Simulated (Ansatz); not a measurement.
The system is V.

```
V
1.0
    -1.51435    1.51435    1.51435
     1.51435   -1.51435    1.51435
     1.51435    1.51435   -1.51435
V
1
Direct
  0.00000 0.00000 0.00000
```

Program: Ansatz 0.2.0. Alike in all runs: potentials or basis Ansatz PAW; spin collinear, ferromagnetic start; cell as given.

Question: Order these runs on this cell by their pressure, lowest first.
A. level PBE; k mesh 12 × 12 × 12; cutoff (eV) 420; smearing gaussian 0.015 eV; mesh quality not flagged
B. level r2SCAN50; k mesh 6 × 6 × 6; cutoff (eV) 500; smearing fermi-dirac 0.05 eV; mesh quality coarse
C. level LDA; k mesh 12 × 12 × 12; cutoff (eV) 420; smearing fermi-dirac 0.05 eV; points for each segment of the path 14; mesh quality not flagged
D. level PBE0; k mesh 6 × 6 × 6; cutoff (eV) 420; smearing fermi-dirac 0.05 eV; mesh quality coarse
E. level PBEsol0; k mesh 6 × 6 × 6; cutoff (eV) 420; smearing fermi-dirac 0.05 eV; mesh quality coarse

Answer: C (-17.8 GPa), E (-13.7 GPa), D (-8.5 GPa), A (-5.2 GPa), B (-3.0 GPa).

Caveats: some runs use coarse meshes; the PAW data sets come from PBE, with cores solved anew for the run's functional, which leaves a small shift of forces and pressure (some runs); the magnetic or orbital state may not be the lowest (some runs); the thresholds are loose for stress (some runs); the starting moments weren't kept (some runs); so large a pressure means that the cell lies far from this level's equilibrium, or that cutoff or potentials fall short (some runs).
